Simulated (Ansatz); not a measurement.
# What strain does to Si (diamond)

Si in the diamond structure, relaxed with r2SCAN in Ansatz 0.2.0. The symmetry is Fd-3m (No. 227, cubic); conventional cell a = 5.444 Å, 20.17 Å³ an atom. Around Si lie 4 Si at 2.36 Å.

The axes x, y and z are those of this cell:
```yaml
crystal:
  lattice:
    - [0.00000, 2.72212, 2.72212]
    - [2.72212, 0.00000, 2.72212]
    - [2.72212, 2.72212, 0.00000]
  atoms:
    - { symbol: Si, position: [0.00000, 0.00000, 0.00000] }
    - { symbol: Si, position: [0.25000, 0.25000, 0.25000] }
```

Unstrained: The PBE gap is indirect, 0.583 eV (Γ to Γ–X (0.84 of the way from Γ)), below the direct gap of 2.557 eV at Γ. The r2SCAN gap is indirect, 0.770 eV (Γ to Γ–X (0.84 of the way from Γ)), below the direct gap of 2.739 eV at Γ. The HSE06 gap is indirect, 1.144 eV (Γ to Γ–X (0.84 of the way from Γ)), below the direct gap of 3.312 eV at Γ. Meshes: PBE 8×8×8, r2SCAN 8×8×8, HSE06 6×6×6. Strains are changes of length per length. After each strain the atoms were relaxed again with r2SCAN within the symmetry that the strain leaves, so tilts or polar shifts that break it weren't tested; points keep the names that they have in the unstrained zone. No spin polarisation and no zero-point or thermal motion.

Changes of the least gap in eV (an overlap counts as a negative gap):

| strain | volume change (%) | space group | PBE | r2SCAN | HSE06 | energy rise, r2SCAN (meV/atom) |
| --- | --- | --- | --- | --- | --- | --- |
| epitaxial -4.0 % in the plane normal to [111], free normal strain +1.85 % | -6.1 | R-3m | -0.522 | -0.540 | -0.541 | 49.8 |
| epitaxial -3.0 % in the plane normal to [111], free normal strain +1.33 % | -4.7 | R-3m | -0.338 | -0.348 | -0.348 | 27.6 |
| epitaxial -2.0 % in the plane normal to [111], free normal strain +0.87 % | -3.1 | R-3m | -0.192 | -0.197 | -0.197 | 12.1 |
| epitaxial -1.0 % in the plane normal to [111], free normal strain +0.43 % | -1.6 | R-3m | -0.082 | -0.084 | -0.084 | 3.0 |
| epitaxial +1.0 % in the plane normal to [111], free normal strain -0.40 % | +1.6 | R-3m | -0.055 | -0.061 | -0.059 | 2.8 |
| epitaxial +2.0 % in the plane normal to [111], free normal strain -0.79 % | +3.2 | R-3m | -0.112 | -0.123 | -0.119 | 11.2 |
| epitaxial +3.0 % in the plane normal to [111], free normal strain -1.16 % | +4.9 | R-3m | -0.169 | -0.186 | -0.180 | 24.6 |
| epitaxial +4.0 % in the plane normal to [111], free normal strain -1.48 % | +6.6 | R-3m | -0.222 | -0.246 | -0.236 | 42.9 |

Epitaxial -4.0 % in the plane normal to [111], free normal strain +1.85 %. HSE06: the gap goes from 1.144 to 0.603 eV (-0.541 eV); the edges go from Γ → Γ–X (0.84) to Γ → X; with r2SCAN the top three valence levels at Γ, degenerate before, become 2+1 from the top over 709 meV. Stress change with r2SCAN, compression positive: xx +6.94, yy +6.94, zz +6.94, xy -3.47, xz -3.47, yz -3.47 GPa.

Epitaxial -3.0 % in the plane normal to [111], free normal strain +1.33 %. HSE06: the gap goes from 1.144 to 0.796 eV (-0.348 eV); the edges go from Γ → Γ–X (0.84) to Γ → Γ–X (0.93); with r2SCAN the top three valence levels at Γ, degenerate before, become 2+1 from the top over 495 meV. Stress change with r2SCAN, compression positive: xx +5.08, yy +5.08, zz +5.08, xy -2.52, xz -2.52, yz -2.52 GPa.

Epitaxial -2.0 % in the plane normal to [111], free normal strain +0.87 %. HSE06: the gap goes from 1.144 to 0.947 eV (-0.197 eV); the edges go from Γ → Γ–X (0.84) to Γ → Γ–X (0.87); with r2SCAN the top three valence levels at Γ, degenerate before, become 2+1 from the top over 307 meV. Stress change with r2SCAN, compression positive: xx +3.29, yy +3.29, zz +3.29, xy -1.63, xz -1.63, yz -1.63 GPa.

Epitaxial -1.0 % in the plane normal to [111], free normal strain +0.43 %. HSE06: the gap goes from 1.144 to 1.060 eV (-0.084 eV); the edges go from Γ → Γ–X (0.84) to Γ → Γ–X (0.85); with r2SCAN the top three valence levels at Γ, degenerate before, become 2+1 from the top over 142 meV. Stress change with r2SCAN, compression positive: xx +1.59, yy +1.59, zz +1.59, xy -0.79, xz -0.79, yz -0.79 GPa.

Epitaxial +1.0 % in the plane normal to [111], free normal strain -0.40 %. HSE06: the gap goes from 1.144 to 1.085 eV (-0.059 eV); with r2SCAN the top three valence levels at Γ, degenerate before, become 1+2 from the top over 121 meV. Stress change with r2SCAN, compression positive: xx -1.49, yy -1.49, zz -1.49, xy +0.74, xz +0.74, yz +0.74 GPa.

Epitaxial +2.0 % in the plane normal to [111], free normal strain -0.79 %. HSE06: the gap goes from 1.144 to 1.025 eV (-0.119 eV); the edges go from Γ → Γ–X (0.84) to Γ → Γ–X (0.85); with r2SCAN the top three valence levels at Γ, degenerate before, become 1+2 from the top over 221 meV. Stress change with r2SCAN, compression positive: xx -2.87, yy -2.87, zz -2.87, xy +1.44, xz +1.44, yz +1.44 GPa.

Epitaxial +3.0 % in the plane normal to [111], free normal strain -1.16 %. HSE06: the gap goes from 1.144 to 0.964 eV (-0.180 eV); the edges go from Γ → Γ–X (0.84) to Γ → Γ–X (0.88); with r2SCAN the top three valence levels at Γ, degenerate before, become 1+2 from the top over 304 meV. Stress change with r2SCAN, compression positive: xx -4.13, yy -4.13, zz -4.13, xy +2.08, xz +2.08, yz +2.08 GPa.

Epitaxial +4.0 % in the plane normal to [111], free normal strain -1.48 %. HSE06: the gap goes from 1.144 to 0.908 eV (-0.236 eV); the edges go from Γ → Γ–X (0.84) to Γ → (-0.005, 0.458, 0.458); with r2SCAN the top three valence levels at Γ, degenerate before, become 1+2 from the top over 365 meV. Stress change with r2SCAN, compression positive: xx -5.33, yy -5.33, zz -5.33, xy +2.66, xz +2.66, yz +2.66 GPa.

Where an edge lies off the special points, it is a point of the mesh or the k point where a search put PBE's edge or least direct gap, reused for the other functionals, whose own edges may lie a little apart.

Coordinates of k points refer to the reciprocal vectors of the primitive cell of the runs.

The meshes of the hybrids are coarse, so their gaps aren't converged to the digits shown.

The splittings at Γ are without spin-orbit coupling, which regroups them where it is of like size or larger.
